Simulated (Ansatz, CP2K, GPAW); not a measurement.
**Mg: 3 runs at one level of theory**

```
Mg
1.0
     3.05030    0.00000    0.00000
    -1.52515    2.64164    0.00000
     0.00000    0.00000    3.04484
Mg
1
Direct
  0.00000 0.00000 0.00000
```

This isn't the form of Mg at room conditions, which is hcp.

Alike in all runs: task single point; functional LDA; k mesh 10 × 10 × 9; occupations gaussian, width 0.05 eV; no spin polarisation; no spin-orbit coupling. LDA stands for any of its common fits. Pressure is positive in compression and, in plane waves, holds the error of the finite cutoff.

| program and potentials | plane-wave cutoff (eV) | notes | pressure (GPa) |
| --- | --- | --- | --- |
| CP2K, GTH_POTENTIALS Mg GTH-PADE-q10; TZVP-MOLOPT-PBE-GTH basis | - | atomic basis | 0.58 |
| Ansatz, all-electron LAPW, scalar-relativistic | - | - | -0.60 |
| GPAW, the program's PAW data sets (release 1.2.1) made for this functional | 800 | - | ? |

Q: Estimate from the other rows what the run with GPAW, the program's PAW data sets (release 1.2.1) made for this functional gave.

A: Pressure -0.63 GPa. The other rows, which needn't bracket it: pressure -0.60 to 0.58.
